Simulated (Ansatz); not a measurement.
## CsSnI3: how the free axis answers a strain

CsSnI3, Pm-3m, a = 6.134 Å. The structure is a COD entry; whether it is the stable form wasn't checked. Ansatz: PBEsol, PAW, 420 eV, Γ-centred 6×6×6 mesh on 5 atoms, Gaussian smearing 0.01 eV; no spin polarisation. Series: biaxial strain in the a-b plane, c and atoms relaxed; x is the strain in per cent. y is the change of c in per cent of 6.134 Å.

```
x (%) y (%)
 -6.0      ?
 -4.0   0.97
 -2.0   0.48
  0.0   0.00
  2.0  -0.38
  4.0  -0.76
  6.0  -1.12
```

Q: Fit y = c1 x + c2 x² to the other rows, say what c1 measures, and predict the missing y.

A: Least squares on the rows shown. y = −0.2186 x + 0.005786 x². With no stress along c, c1 = −2C12/C11 = -0.219. At x = -6.0 the fit asked for gives 1.52 %. The run gave 1.74 %, so the fit is 0.22 % too low, 7.7 % of the span of the series, against an rms of 0.02 % on the fitted rows. The row lies outside the fitted range. With a term in x³ added, a fit to the same known rows predicts 1.60 %, which recovers part of the miss; the known rows don't hold the rest.

Where the gap has closed, the smearing of 0.02 eV or less is narrow for a metal on this mesh.

Symmetry holds off the tilts and polar distortions that many cubic perovskites undergo. Closed-shell ions balance this formula, and semilocal functionals make gaps too small, so «metal» can mean here that the functional has closed a real gap.